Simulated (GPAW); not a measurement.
Here is a GPAW 26.7.0 calculation.

The input run.py:

```python
from ase import Atoms
from ase.dft.bandgap import bandgap
from ase.io import write
from ase.units import GPa
from gpaw import GPAW, PW

atoms = Atoms(['Mg', 'O'],
              cell=[[0.0, 2.0970013927, 2.0970013927],
                    [2.0970013927, 0.0, 2.0970013927],
                    [2.0970013927, 2.0970013927, 0.0]],
              scaled_positions=[[0.0, 0.0, 0.0],
                                [0.5, 0.5, 0.5]],
              pbc=True)

calc = GPAW(mode=PW(600),
            xc='PBE',
            kpts={'size': (9, 9, 9), 'gamma': True},
            occupations={'name': 'fermi-dirac', 'width': 0.05},
            nbands=16,
            maxiter=120,
            txt='gpaw.txt')
atoms.calc = calc
energy = atoms.get_potential_energy()
forces = atoms.get_forces()
stress = atoms.get_stress()
calc.write('gs.gpw')
write('result.traj', atoms)
print(f'Energy: {energy:.6f} eV')
print('Forces (eV/A):')
print(forces.round(4))
print('Stress (GPa):', (stress / GPa).round(3))
print('Fermi level:', round(calc.get_fermi_level(), 4), 'eV')
print(f'Gap: {bandgap(calc)[0]:.4f} eV, direct: {bandgap(calc, direct=True)[0]:.4f} eV')
```

Potentials or basis: GPAW PAW data sets (gpaw-data 1.2.1), pw.

Command:

```sh
$ OMP_NUM_THREADS=1 python run.py
```

Task: Predict the pressure.

Result: 1.9 GPa.

Task: Predict the band gap on the k mesh.

Result: 4.89 eV, direct.

Caveat: the cutoff is short for stress and forces, so pressures can be off by a GPa or more.

**What was measured.**

From “Electronic structure of alkaline earth and post-transition metal oxides”, 2009, arxiv:0908.1581, for a bulk crystal of MgO: band gap 7.83 eV.

Against the measured gap of MgO, 7.83 eV (quoted in “Electronic structure of alkaline earth and post-transition metal oxides”, 2009, arxiv:0908.1581), the calculated 4.89 eV is off by -2.94 eV. The value is that of PBE, without temperature or zero-point motion. Semilocal functionals fall short of measured gaps as a rule. The cell is a database's relaxed one, not the measured one, which moves gaps too.
